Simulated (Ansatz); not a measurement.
# NaCl: response to strain

Aim: deform NaCl (equal xy, yz and zx engineering shear strains of +3 %) and compute stress, forces and field gradients with LAPW, PAW and all-electron datasets made for the crystal.

Computed with Ansatz 0.2.0 (DFT PBE, scalar-relativistic, unless a step's input says otherwise).

## 1. The starting structure

The structure is cubic, space group Pm-3m (No. 221). Conventional cell: a = 2.860 Å, b = 2.860 Å, c = 2.860 Å, α = 90.00°, β = 90.00°, γ = 90.00°. Around Na (site symmetry m-3m) lie 8 Cl at 2.48 Å. Cl (site symmetry m-3m) is surrounded by 8 Na at 2.48 Å.

Structure file:

```xyz
2
Lattice="2.8600 0.0000 0.0000 0.0000 2.8600 0.0000 0.0000 0.0000 2.8600" Properties=species:S:1:pos:R:3 pbc="T T T"
Na    0.0000    0.0000    0.0000
Cl    1.4300    1.4300    1.4300
```

Atoms are numbered in the order of the input: Na1, Cl2.

## 2. After the deformation

Space group Pm-3m before, R-3m after.

## 3. LAPW, all electrons

File input.yaml:

```yaml
crystal:
  lattice:
    - [2.86, 0.0429, 0.0429]
    - [0.0429, 2.86, 0.0429]
    - [0.0429, 0.0429, 2.86]
  atoms:
    - { symbol: Na, position: [0.0, 0.0, 0.0] }
    - { symbol: Cl, position: [0.5, 0.5, 0.5] }
kpoints:
  mp_grid: { grid: [8, 8, 8] }
  band_path:
    path:
      - [0.0, 0.0, 0.0]
      - [0.5, 0.5, 0.5]
      - [0.5284899614, 0.4715100386, 0.5]
      - [0.5, -0.4715100386, 0.4715100386]
      - [0.5, 0.0, 0.0]
      - [0.0, 0.0, 0.0]
      - [0.4857550193, -0.4857550193, 0.0]
      - [0.5142449807, 0.0, 0.4857550193]
      - [0.5, 0.0, 0.5]
    npoints: 5
scf:
  occupations: { method: fermi_dirac, width: 0.02 }
hamiltonian:
  xc: pbe
  pseudopotentials: { kind: all_electron, lapw: { basis_error: 0.00025 } }
output:
  forces: true
  stress: true
  eigenvalues: true
```

Command:

```
> ansatz run input.yaml --threads 1 --pin off --max-ram 3072MiB --backend cpu --events-out ev --progress --plain --runs-dir out
```

## 4. PAW with frozen cores

File input.yaml:

```yaml
crystal:
  lattice:
    - [2.86, 0.0429, 0.0429]
    - [0.0429, 2.86, 0.0429]
    - [0.0429, 0.0429, 2.86]
  atoms:
    - { symbol: Na, position: [0.0, 0.0, 0.0] }
    - { symbol: Cl, position: [0.5, 0.5, 0.5] }
kpoints:
  mp_grid: { grid: [8, 8, 8] }
scf:
  occupations: { method: fermi_dirac, width: 0.02 }
hamiltonian:
  xc: pbe
  pseudopotentials: { kind: paw }
output:
  forces: true
  stress: true
  eigenvalues: true
  efg: { contact_densities: true }
```

## 5. Datasets made for this crystal

Edit input.yaml of step 4 so:

```diff
@@ -14,3 +14,3 @@
   xc: pbe
-  pseudopotentials: { kind: paw }
+  pseudopotentials: { kind: all_electron, datasets: crystal }
 output:
```

(Steps that only read results are left out.)

Before running it: what results should come out? Wanted: pressure; largest shear or deviatoric stress.

As calculated:

```
                                 quantity                                              value
                                 pressure  LAPW 65.35, PAW 65.33, crystal datasets 65.35 GPa
largest shear or deviatoric stress (LAPW)                                           1.78 GPa
```

In words: The largest part of the stress beyond the pressure is 1.78 GPa in size; the atoms are carried along and not relaxed. No run of the undeformed cell stands beside it, so the pressure holds what the given cell had before the change. PAW: stress within 0.02 GPa of LAPW. Crystal datasets: stress within 0.01 GPa of LAPW.
